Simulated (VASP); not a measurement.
A run of VASP 6.6.1 is set up as follows.

INCAR

```
PREC = Accurate ; ENCUT = 520
EDIFF = 1E-7 ; ISMEAR = 0
SIGMA = 0.02 ; LREAL = False
LASPH = True ; NELM = 60
ALGO = Normal ; ISIF = 3
LWAVE = False ; LCHARG = False
GGA = PE ; IVDW = 12
IBRION = 2 ; NSW = 80
EDIFFG = -0.002
```

The input KPOINTS:

```
Automatic mesh
0
Gamma
  10 10 10
```

The input POSCAR:

```
Si
1.0
    0.0000000000      2.7135600000      2.7135600000
    2.7135600000      0.0000000000      2.7135600000
    2.7135600000      2.7135600000      0.0000000000
Si
2
Direct
    0.7500000000      0.7500000000      0.7500000000
    0.5000000000      0.5000000000      0.5000000000
```

Potentials or basis: VASP PAW PBE potentials, release 64 (Si).

The run is started by

```bash
$ cat potpaw_PBE.64/Si/POTCAR > POTCAR
$ mpirun -np 1 vasp_std > vasp.out
```

(1) Estimate the space group after relaxing (to 0.05 Å).

(2) Estimate the relaxed volume.

(3) Estimate the relaxed cell.

(4) Estimate the dispersion energy per atom.

## Answers

(1) Fd-3m (No. 227).

(2) 19.90 Å³/atom.

(3) a = 3.832 Å, b = 3.832 Å, c = 3.832 Å, α = 60.00°, β = 60.00°, γ = 60.00°.

(4) -0.316 eV.
